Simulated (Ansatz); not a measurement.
# Y/BeSe/Pb: conductance for both polarities, part 4 of 5

Wanted: the change of resistance of Y/BeSe/Pb with the barrier's polarity. The lower electrode is Y hcp(0001), the upper one Pb fcc(111); the barrier is BeSe zinc blende(111) (whole bilayers). In the first transport cell, after relaxation, the nearest pair of electrode and barrier is Y–Se at 3.14 Å, at a slant, at the lower face and Pb–Be at 3.15 Å, at a slant, too long for a bond, at the upper one. A gap without bonds adds to the barrier. All share a net of side 3.663 Å, which strains the lower electrode by +0.1 %, the upper one by +3.0 % and the barrier by +0.0 %, against typed lattice constants near PBE's. The first steps treat the bulk electrodes alone.

Ansatz 0.2.0; PBE DFT, plane waves, PAW files (the session's first sound run).

So far, transmission at the Fermi level (a spin, zone mean): step 5 (T(E) of the junction, polarity Se face on the lower electrode, gap between the …) 0.00412; step 6 (conductance, polarity Se face on the lower electrode, gap between the …) 0.00449. Also channels of the lower lead: step 5 1.5; step 6 1.47.

## 7. Relaxation, polarity Be face on the lower electrode

This step: PBE DFT, plane waves, PAW files (Ansatz 0.2.0).

System of this step: Y/BeSe/Pb. The cell holds 16 atoms: 4 Y, 4 Be, 4 Se and 4 Pb. Cell: a = 3.663 Å, b = 3.663 Å, c = 46.443 Å, α = 90.0°, β = 90.0°, γ = 120.0°. Vacuum lies along c.

The new interface needs a relaxation of its own, since bond lengths at the faces set the dipole and the overlap. A short slab in vacuum serves: only the barrier and the layers next to it are taken over, and later cells can add or drop layers in the barrier's middle. The dipole correction removes the field that unlike faces would set up across the vacuum.

File input.yaml:

```yaml
crystal:
  lattice:
    - [3.663, 0.0, 0.0]
    - [-1.8315, 3.1722510541, 0.0]
    - [0.0, 0.0, 46.4429612985]
  atoms:
    - { symbol: "Y", position: [0.0, 0.0, 0.1722543046] }
    - { symbol: "Y", position: [0.33333333, 0.66666667, 0.2332618993] }
    - { symbol: "Y", position: [0.0, 0.0, 0.294269494] }
    - { symbol: "Y", position: [0.33333333, 0.66666667, 0.3552770887] }
    - { symbol: Be, position: [0.66666667, 0.33333333, 0.3983168495] }
    - { symbol: Se, position: [0.33333333, 0.66666667, 0.4144149164] }
    - { symbol: Be, position: [0.33333333, 0.66666667, 0.462709117] }
    - { symbol: Se, position: [0.0, 0.0, 0.4788071839] }
    - { symbol: Be, position: [0.0, 0.0, 0.5271013845] }
    - { symbol: Se, position: [0.66666667, 0.33333333, 0.5431994514] }
    - { symbol: Be, position: [0.66666667, 0.33333333, 0.591493652] }
    - { symbol: Se, position: [0.33333333, 0.66666667, 0.6075917189] }
    - { symbol: Pb, position: [0.66666667, 0.33333333, 0.6440789014] }
    - { symbol: Pb, position: [0.0, 0.0, 0.7053011661] }
    - { symbol: Pb, position: [0.33333333, 0.66666667, 0.7665234308] }
    - { symbol: Pb, position: [0.66666667, 0.33333333, 0.8277456954] }
kpoints:
  mp_grid: { grid: [8, 8, 1] }
scf:
  occupations: { method: fermi_dirac, width: 0.1 }
  max_iter: 150
hamiltonian:
  xc: pbe
efield:
  axis: 3
  dipole_correction: true
relax:
  f_tol: 0.04
  max_steps: 90
output:
  forces: true
```

Command:

```
ansatz run input.yaml --threads 4 --pin off --max-ram 12288MiB --backend cpu --events-out ev --progress --plain --runs-dir out
```

Numbers of over 12 decimals in the logs are rounded to 6 here.

What it wrote:

```text
[...]
Crystal: 16 atoms, lattice volume = 539.665 Å³
Basis set: ecut = 420 eV, 10475 PW (Γ), exchange–correlation on 50×50×640 points (8 copies of the dense FFT grid, shifted against one another)
Bands: 104, of which v1, the nominal top of the filled ones, is band 86 counted from 1 (85 counted from 0)
Symmetry: 6 space group operations
[...]
k-points: 10 of 64 (time reversal used)
[...]
SCF iter   1: F=—  HF=-85270.044361 eV  |F-HF|=—  |Δ(HF+E_count)|=         —  Δρ=2.97e-3  dr2=1.27e0  ethr=1.77e-3  p=-0.027 e·Å  D=-8.95e-3 V/Å  ΔV_dip=0.42 eV  dr2_dipole=1.38e0  V_vac-E_F(+/−)=3.53/3.13 eV  ⟨swp⟩=11.7  Hψ=5632  notcnv=0
[...]
SCF iter   7: F=-85270.015296 eV  HF=-85270.015309 eV  |F-HF|=1.31e-5  |Δ(HF+E_count)|=   5.52e-7  Δρ=2.53e-5  dr2=1.80e-5  ethr=2.33e-8  p=-0.025 e·Å  D=-8.52e-3 V/Å  ΔV_dip=0.40 eV  dr2_dipole=7.26e-8  V_vac-E_F(+/−)=3.75/3.35 eV  ⟨swp⟩=4.7  Hψ=3309  notcnv=0
[...]
SCF 1 converged in 7 iterations: F = -85270.015296 eV  dr2 = 1.80e-5
[...]
relax step   1: F+E_penalty+E_count = -85270.01529576 eV  Δ(F+E_penalty+E_count) = +0.000e0 eV  max|allowed force component| = 5.577e0 eV/Å  Δτ_max = 0.0000 Å  (7 SCF iters, dr2 threshold 4.00e-5 eV, accepted)
[...]
SCF iter   6: F=-85271.331120 eV  HF=-85271.331155 eV  |F-HF|=3.48e-5  |Δ(HF+E_count)|=   7.05e-6  Δρ=3.33e-5  dr2=4.12e-5  ethr=5.81e-8  p=-0.026 e·Å  D=-8.60e-3 V/Å  ΔV_dip=0.40 eV  dr2_dipole=6.71e-8  V_vac-E_F(+/−)=3.75/3.35 eV  ⟨swp⟩=3.0  Hψ=3555  notcnv=0
[...]
SCF 2 converged in 6 iterations: F = -85271.331120 eV  dr2 = 4.12e-5
relax step   2: F+E_penalty+E_count = -85271.33112035 eV  Δ(F+E_penalty+E_count) = -1.316e0 eV  max|allowed force component| = 2.787e0 eV/Å  Δτ_max = 0.1950 Å  (6 SCF iters, dr2 threshold 1.00e-4 eV, accepted)
SCF iter   1: F=—  HF=-85271.969382 eV  |F-HF|=—  |Δ(HF+E_count)|=         —  Δρ=2.85e-3  dr2=1.17e0  ethr=2.41e-3  p=-0.026 e·Å  D=-8.60e-3 V/Å  ΔV_dip=0.40 eV  dr2_dipole=2.22e-1  V_vac-E_F(+/−)=3.78/3.37 eV  ⟨swp⟩=5.8  Hψ=2806  notcnv=0
[...]
SCF iter   6: F=-85271.940850 eV  HF=-85271.940908 eV  |F-HF|=5.83e-5  |Δ(HF+E_count)|=   3.65e-5  Δρ=3.43e-5  dr2=4.62e-5  ethr=5.81e-8  p=-0.024 e·Å  D=-8.07e-3 V/Å  ΔV_dip=0.37 eV  dr2_dipole=1.70e-5  V_vac-E_F(+/−)=3.73/3.35 eV  ⟨swp⟩=3.1  Hψ=4573  notcnv=0
[...]
SCF 3 converged in 6 iterations: F = -85271.940850 eV  dr2 = 4.62e-5
[...]
relax step   3: F+E_penalty+E_count = -85271.94084994 eV  Δ(F+E_penalty+E_count) = -6.097e-1 eV  max|allowed force component| = 9.996e-1 eV/Å  Δτ_max = 0.1949 Å  (6 SCF iters, dr2 threshold 1.00e-4 eV, accepted)
[...]
relax step   4: F+E_penalty+E_count = -85272.19758066 eV  Δ(F+E_penalty+E_count) = -2.567e-1 eV  max|allowed force component| = 3.988e-1 eV/Å  Δτ_max = 0.1948 Å  (6 SCF iters, dr2 threshold 1.00e-4 eV, accepted)
[...]
relax step   5: F+E_penalty+E_count = -85272.33543266 eV  Δ(F+E_penalty+E_count) = -1.379e-1 eV  max|allowed force component| = 1.425e-1 eV/Å  Δτ_max = 0.1968 Å  (7 SCF iters, dr2 threshold 2.05e-5 eV, accepted)
[...]
relax step   6: F+E_penalty+E_count = -85272.39880903 eV  Δ(F+E_penalty+E_count) = -6.338e-2 eV  max|allowed force component| = 3.200e-1 eV/Å  Δτ_max = 0.2000 Å  (8 SCF iters, dr2 threshold 2.59e-6 eV, accepted)
[...]
relax step   7: F+E_penalty+E_count = -85272.46303829 eV  Δ(F+E_penalty+E_count) = -6.423e-2 eV  max|allowed force component| = 6.961e-2 eV/Å  Δτ_max = 0.1942 Å  (7 SCF iters, dr2 threshold 1.31e-5 eV, accepted)
[...]
relax step   8: F+E_penalty+E_count = -85272.49443089 eV  Δ(F+E_penalty+E_count) = -3.139e-2 eV  max|allowed force component| = 3.587e-2 eV/Å  Δτ_max = 0.1963 Å  (10 SCF iters, accepted)
[...]
SCF iter  10: F=-85272.504135 eV  HF=-85272.504135 eV  |F-HF|=2.64e-8  |Δ(HF+E_count)|=   4.06e-8  Δρ=9.69e-7  dr2=2.52e-8  ethr=5.81e-11  p=-0.035 e·Å  D=-1.19e-2 V/Å  ΔV_dip=0.55 eV  dr2_dipole=1.12e-8  V_vac-E_F(+/−)=3.89/3.34 eV  ⟨swp⟩=4.1  Hψ=3077  notcnv=0
[...]
SCF 9 converged in 10 iterations: F = -85272.504135 eV  dr2 = 2.52e-8
relax step   9: F+E_penalty+E_count = -85272.50413468 eV  Δ(F+E_penalty+E_count) = -9.704e-3 eV  max|allowed force component| = 2.159e-2 eV/Å  Δτ_max = 0.1715 Å  (10 SCF iters, accepted)
SCF converged after 10 iterations
Free energy (F): -85272.504135 eV
[...]
Internal energy: -85272.124204 eV  (E = F + TS)
E sigma→0 (E₀):  -85272.314170 eV
Entropy (-TS):   -0.379930 eV (-23.746 meV/atom)
Fermi energy:    5.805753 eV
Dipole field:    D = -0.011766 V/Å  (p = -0.035091 e·Å, saw-weighted, corrected)
Work function:   Φ+ = 3.8914 eV (in doubt: plateau slope 1.8e-2 eV/Å)   Φ− = 3.3435 eV (in doubt: plateau slope 2.5e-2 eV/Å)
[...]
--- Forces (eV/Å), atoms counted from 1 ---
  atom   1  Y      0.00000000    -0.00000000    -0.00092399
  atom   2  Y      0.00000000     0.00000000    -0.00077291
  atom   3  Y      0.00000000    -0.00000000    -0.00222281
  atom   4  Y      0.00000000     0.00000000    -0.00157639
  atom   5  Be     0.00000000     0.00000000    -0.00056175
  atom   6  Se     0.00000000    -0.00000000    -0.00752366
  atom   7  Be     0.00000000     0.00000000     0.00138838
  atom   8  Se    -0.00000000    -0.00000000     0.01189509
  atom   9  Be     0.00000000     0.00000000     0.00413376
  atom  10  Se     0.00000000    -0.00000000     0.01852788
  atom  11  Be     0.00000000     0.00000000    -0.01375553
  atom  12  Se     0.00000000    -0.00000000    -0.02158502
  atom  13  Pb     0.00000000    -0.00000000     0.01042912
  atom  14  Pb     0.00000000     0.00000000    -0.00021613
  atom  15  Pb     0.00000000    -0.00000000     0.00923085
  atom  16  Pb     0.00000000     0.00000000    -0.00646416
  max |Σ_I F_I| component: 2.73e-6 eV/Å
--- Relaxed structure (9 steps of the walk, 9 accepted, 0 SCFs on fresh bases) ---
  F+E_penalty+E_count = -85272.50413468 eV   max|allowed force component| = 2.159e-2 eV/Å
  atoms:
    - { symbol: Y, position: [-3.157376787007534e-17, -2.1539483168661823e-17, 0.160791] }
    - { symbol: Y, position: [0.333333, 0.666667, 0.220389] }
    - { symbol: Y, position: [-3.247865537119067e-17, -2.1539483168661823e-17, 0.281842] }
    - { symbol: Y, position: [0.333333, 0.666667, 0.345657] }
    - { symbol: Be, position: [0.666667, 0.333333, 0.392248] }
    - { symbol: Se, position: [0.333333, 0.666667, 0.409295] }
    - { symbol: Be, position: [0.333333, 0.666667, 0.458738] }
[...]
- { symbol: Se, position: [0.666667, 0.333333, 0.538342] }
    - { symbol: Be, position: [0.666667, 0.333333, 0.587555] }
    - { symbol: Se, position: [0.333333, 0.666667, 0.603638] }
    - { symbol: Pb, position: [0.666667, 0.333333, 0.665067] }
    - { symbol: Pb, position: [-1.67882173288405e-18, -2.1539483168661823e-17, 0.725695] }
    - { symbol: Pb, position: [0.333333, 0.666667, 0.788796] }
    - { symbol: Pb, position: [0.666667, 0.333333, 0.847577] }
```

The job ended after 2.4 min (4 threads of Arm Neoverse V1, shared host; peak memory 1.6 GiB).

Step by step:

| step | energy less that of the first step (eV) | largest force component (eV/Å) |
| --- | --- | --- |
| 1 | 0.0000 | 5.5770 |
| 2 | -1.3158 | 2.7865 |
| 3 | -1.9256 | 0.9996 |
| 4 | -2.1823 | 0.3988 |
| 5 | -2.3201 | 0.1425 |
| 6 | -2.3835 | 0.3200 |
| 7 | -2.4477 | 0.0696 |
| 8 | -2.4791 | 0.0359 |
| 9 | -2.4888 | 0.0216 |

The run keeps the 6 symmetry operations that it works with, so distortions that break them were not tested.

The atoms that moved most (Å):

```csv
atom,dx,dy,dz,length
Pb15,0.000,0.000,1.034,1.034
Pb13,0.000,0.000,0.975,0.975
Pb14,0.000,0.000,0.947,0.947
Pb16,0.000,0.000,0.921,0.921
Y2,0.000,0.000,-0.598,0.598
Y3,0.000,0.000,-0.577,0.577
Y1,0.000,0.000,-0.532,0.532
Y4,0.000,0.000,-0.447,0.447
```

Numbers from this step:

| Property | Result |
| --- | --- |
| free energy | -85272.5041 eV |
| Fermi energy | 5.806 eV |

The largest force component on a free atom ends at 0.022 eV/Å. At one or more of this run's solves the program warned of density in the dipole ramp over its bound, where dipole, forces and levels can be off.

## 8. T(E) of the junction, polarity Be face on the lower electrode, gap between the electrodes 14.83 Å

This step: PBE DFT, plane waves, PAW files; ballistic transmission by layer matching between semi-infinite leads (Ansatz 0.2.0).

System of this step: Y/BeSe/Pb. The cell holds 27 atoms: 11 Y, 4 Be, 4 Se and 8 Pb. Cell: a = 3.663 Å, b = 3.663 Å, c = 77.192 Å, α = 90.0°, β = 90.0°, γ = 120.0°. Regions: left electrode, 11 atoms (11 Y); barrier, 8 atoms (4 Be and 4 Se); right electrode, 8 atoms (8 Pb). Vacuum lies along c.

A wide window again for the changed junction, to set beside the first polarity.

File input.yaml:

```yaml
crystal:
  lattice:
    - [3.663, 0.0, 0.0]
    - [-1.8315, 3.1722510541, 0.0]
    - [0.0, 0.0, 77.1924582289]
  atoms:
    - { symbol: "Y", position: [0.33333333, 0.66666667, 0.090682434] }
    - { symbol: "Y", position: [0.0, 0.0, 0.127553056] }
    - { symbol: "Y", position: [0.33333333, 0.66666667, 0.164423678] }
    - { symbol: "Y", position: [0.0, 0.0, 0.2012943] }
    - { symbol: "Y", position: [0.33333333, 0.66666667, 0.238164922] }
    - { symbol: "Y", position: [0.0, 0.0, 0.2750355441] }
    - { symbol: "Y", position: [0.33333333, 0.66666667, 0.3119061661] }
    - { symbol: "Y", position: [0.0, 0.0, 0.3487767881] }
    - { symbol: "Y", position: [0.33333333, 0.66666667, 0.3856474101] }
    - { symbol: "Y", position: [0.0, 0.0, 0.4225180321] }
    - { symbol: "Y", position: [0.33333333, 0.66666667, 0.460912485] }
    - { symbol: Be, position: [0.66666667, 0.33333333, 0.4889436086] }
    - { symbol: Se, position: [0.33333333, 0.66666667, 0.4992002091] }
    - { symbol: Be, position: [0.33333333, 0.66666667, 0.5289473323] }
    - { symbol: Se, position: [0.0, 0.0, 0.5379633033] }
    - { symbol: Be, position: [0.0, 0.0, 0.5676066916] }
    - { symbol: Se, position: [0.66666667, 0.33333333, 0.5768414776] }
    - { symbol: Be, position: [0.66666667, 0.33333333, 0.6064507628] }
    - { symbol: Se, position: [0.33333333, 0.66666667, 0.6161267511] }
    - { symbol: Pb, position: [0.66666667, 0.33333333, 0.6530854802] }
    - { symbol: Pb, position: [0.0, 0.0, 0.6895624301] }
    - { symbol: Pb, position: [0.33333333, 0.66666667, 0.7261882861] }
    - { symbol: Pb, position: [0.66666667, 0.33333333, 0.7628141421] }
    - { symbol: Pb, position: [0.0, 0.0, 0.7994399981] }
    - { symbol: Pb, position: [0.33333333, 0.66666667, 0.836065854] }
    - { symbol: Pb, position: [0.66666667, 0.33333333, 0.87269171] }
    - { symbol: Pb, position: [0.0, 0.0, 0.909317566] }
kpoints:
  mp_grid: { grid: [8, 8, 1] }
scf:
  occupations: { method: fermi_dirac, width: 0.1 }
  max_iter: 150
hamiltonian:
  xc: pbe
output:
  transmission:
    kmesh: [12, 12]
    e_range: [-2.5, 2.5]
    de: 0.1
    leads: [[4, 6], [23, 24]]
  dos: { projected: true, e_range: [-6, 5], de: 0.05 }
  write_potential: true
  write_density: true
  volumetric_format: npy
```

What it wrote:

```text
[...]
Crystal: 27 atoms, lattice volume = 896.973 Å³
Basis set: ecut = 420 eV, 17381 PW (Γ)
Bands: 183, of which v1, the nominal top of the filled ones, is band 153 counted from 1 (152 counted from 0)
Symmetry: 6 space group operations
[...]
k-points: 10 of 64 (time reversal used)
[...]
SCF iter   1: F=—  HF=-159839.641316 eV  |F-HF|=—  |Δ(HF+E_count)|=         —  Δρ=6.42e-3  dr2=3.11e2  ethr=1.77e-3  ⟨swp⟩=10.1  Hψ=8990  notcnv=0
[...]
SCF iter  11: F=-159839.074556 eV  HF=-159839.074556 eV  |F-HF|=1.65e-8  |Δ(HF+E_count)|=  7.86e-10  Δρ=7.81e-7  dr2=3.19e-8  ethr=3.28e-11  ⟨swp⟩=6.1  Hψ=5732  notcnv=0
SCF 1 converged in 11 iterations: F = -159839.074556 eV  dr2 = 3.19e-8
[...]
transmission: 135 of 1349 steps passed
transmission: 273 of 1349 steps passed
[...]
transmission: 1349 of 1349 steps passed
[...]
SCF converged after 11 iterations
Free energy (F): -159839.074556 eV
[...]
Internal energy: -159838.189907 eV  (E = F + TS)
E sigma→0 (E₀):  -159838.632231 eV
Entropy (-TS):   -0.884648 eV (-32.765 meV/atom)
Fermi energy:    7.365218 eV
[...]
--- Band table (eV; the first three rows and the last of 10) ---
  k-point 0: bands = [... 149 lower, 8.4308, 8.7058, 8.9041, 8.9041, 8.9446, 8.9450, 8.9450, 8.9637, ... 26 higher]
  k-point 1: bands = [... 149 lower, 8.2003, 8.4407, 8.4904, 8.5052, 8.5336, 8.5777, 8.6681, 8.8407, ... 26 higher]
  k-point 2: bands = [... 149 lower, 7.3941, 7.5621, 7.7397, 7.7560, 7.7864, 7.8012, 7.8561, 7.8938, ... 26 higher]
  k-point 9: bands = [... 149 lower, 6.8167, 6.8539, 6.8560, 6.9010, 6.9430, 6.9579, 6.9880, 6.9928, ... 26 higher]
--- Transmission ---
  basis      : 109 plane waves across, 71 finite elements along
  points     : 19, standing for a mesh of 12 x 12
[...]
channels       : 1.500000e0 a spin
[...]
slowest decay  : 0.1487 /Å at (0.1667, 0.0000)
[...]
channels       : 1.381944e0 a spin
[...]
slowest decay  : 0.0998 /Å at (0.5000, 0.0000)
  junction   : crystal 0 to crystal 1, 19.81 to 59.58 Å
    transmission   : 2.891583e-3 a spin
[...]
```

The job ended after 3.6 min (4 threads; peak memory 4 GiB; 14 min of CPU time).

This step gave:

| Property | Result |
| --- | --- |
| free energy | -159839.0746 eV |
| Fermi energy | 7.365 eV |
| transmission at the Fermi level (a spin, zone mean) | 0.002892 |
| channels of the lower lead | 1.5 |
| channels of the upper lead | 1.382 |
| potential step in the lower lead | 66.3 meV |
| potential step in the upper lead | 35.3 meV |

One spin. Table of transmission, zone mean by energy, zero at the Fermi level:

```
energy (eV)  transmission, zone mean
      -2.50                   0.0844
      -2.30                    0.119
      -2.20                    0.106
      -2.00                    0.180
      -1.90                    0.203
      -1.80                    0.179
      -1.60                    0.144
      -1.50                   0.0879
      -1.30                   0.0333
      -1.10                   0.0161
      -0.90                   0.0118
      -0.80                  0.00668
      -0.60                   4.7e-4
      -0.40                   8.7e-4
      -0.30                  0.00155
      -0.10                  0.00232
       0.00                  0.00289
       0.10                  0.00372
       0.30                  0.00141
       0.40                  0.00137
       0.60                  0.00167
       0.80                  0.00250
       0.90                  0.00292
       1.10                  0.00322
       1.30                  0.00618
       1.50                  0.00513
       1.60                  0.00549
       1.80                  0.00954
       2.00                   0.0246
       2.20                   0.0272
       2.30                   0.0608
       2.50                   0.0877
```

One spin. Open channels, zone mean against energy, zero at the Fermi level:

```csv
energy (eV),lower lead,upper lead
-2.50,0.424,0.924
-2.40,0.424,1.22
-2.20,0.590,1.55
-2.10,0.590,1.55
-2.00,0.632,1.59
-1.80,0.625,1.51
-1.70,0.833,1.38
-1.60,0.812,1.22
-1.40,0.854,0.965
-1.30,0.771,0.924
-1.10,0.75,1.17
-1.00,0.625,1.09
-0.90,0.583,1.09
-0.70,0.479,1.26
-0.60,0.396,1.26
-0.50,0.479,1.26
-0.30,1.02,1.26
-0.20,1.06,1.22
-0.10,1.25,1.38
0.00,1.5,1.38
0.10,1.58,1.38
0.20,0.958,1.38
0.30,0.542,1.26
0.50,0.569,1.30
0.60,0.528,1.47
0.70,0.542,1.51
0.90,0.875,1.67
1.00,0.826,1.84
1.10,1.01,1.55
1.30,1.30,1.72
1.40,1.26,1.72
1.60,1.03,1.78
1.70,1.08,1.99
1.80,0.812,1.99
2.00,1.19,2.03
2.10,1.21,2.15
2.20,1.12,2.11
2.40,1.03,2.13
2.50,1.03,2.05
```

Transmission over k1 and k2. At 0.0000 eV from the Fermi level.

Ten even steps from '_' (0.00 × 1e-2) to '@' (1.01 × 1e-2):
```
==##__....__##==**....**
--__==--..--==__--..__..
__..--@@----@@--..__....
--....--______--....--**
==__----________----__==
__##==@@__________@@==##
====__----________----__
--**--....--______--....
__....__..--@@----@@--..
--..__..--__==--..--==__
==**....**==##__....__##
__==--__--==__==--__--==
```
Columns: k1 (b1) from -0.5 to 0.417; rows upwards: k2 (b2) from -0.5 to 0.417.

Open channels of the lower lead over k1 and k2. At 0.0000 eV from the Fermi level.

Ten even steps from '_' (0.00) to '@' (2.00):
```
@@@@@@@@@@@@@@@@@@@@@@@@
@@@@++++++++++@@@@@@__@@
@@@@++++@@@@++++@@@@@@@@
@@@@++@@______@@++@@@@@@
@@@@++@@________@@++@@@@
@@@@++++__________++++@@
@@@@@@++@@________@@++@@
@@@@@@@@++@@______@@++@@
@@@@@@@@@@++++@@@@++++@@
@@@@__@@@@@@++++++++++@@
@@@@@@@@@@@@@@@@@@@@@@@@
@@@@@@@@@@@@@@@@@@@@@@@@
```
Columns: k1 (b1) from -0.5 to 0.417; rows upwards: k2 (b2) from -0.5 to 0.417.

Open channels of the upper lead over k1 and k2. At 0.0000 eV from the Fermi level.

Ten even steps from '0' (0.00) to '9' (3.00):
```
333333339669
336666633696
336633663366
336333336339
336333333633
036633333663
333633333363
393363333363
366336633663
369633666663
396693333333
033333033333
```
Columns: k1 (b1) from -0.5 to 0.417; rows upwards: k2 (b2) from -0.5 to 0.417.

Projected DOS an atom over height of the atomic layer and energy from the Fermi level. Layers: Y Y Y Y Y Y Y Y Y Y Y Be Se Be Se Be Se Be Se Pb Pb Pb Pb Pb Pb Pb Pb; projections on atoms miss part of the total, and the computed bands can run out at the top of the range; a column is the mean of 2 neighbouring layers, the last of those left over.

Ten even steps from '_' (0.00 states/eV) to '@' (2.19 states/eV), each cell a mean:
```
%%@@@@@@@@--______::::----==
**********--______..::::::--
**--------::______..::::::--
@@********--______..::::::--
@@%%%%%%%%--______..::::::--
********++::______....::..::
==++++++++--______::::::..--
==++==++++--______--::::::--
==--==--==::______::::..::::
--======--..____::==----==++
::........____..::--======--
........::__....::==::----::
..........__::--::--........
____________::==--==......__
__..__....__..::::::________
____________--==----________
____________::--::..________
____________--::::..________
____________::::::..________
____________....--::________
____________....::__________
____________--::::__________
```
Columns: height of the atomic layer (Å) from 8.42 to 70.2 (not evenly spaced); rows upwards: energy from the Fermi level (eV) from -6 to 1.45.

At the Fermi level the transmission is 0.0029, as a zone mean for one spin on this coarse mesh. At the Fermi level the layers of this cell's barrier hold from 0.0021 to 0.15 states an eV and atom. In the worse lead the potential repeats within 66 meV, which the program flags as too much for a lead, so G carries that doubt.

(Continued in part 5 of 5.)

[Logs are printed without paths, hosts, clocks, repeated set-up lines and the standing remarks that a program may print on its own settings, such as how far it seeks lower states.]

[Hosts, paths, dates, database ids (printed as entryN), source tags and the programs' standing remarks are cut or masked in the printed files.]
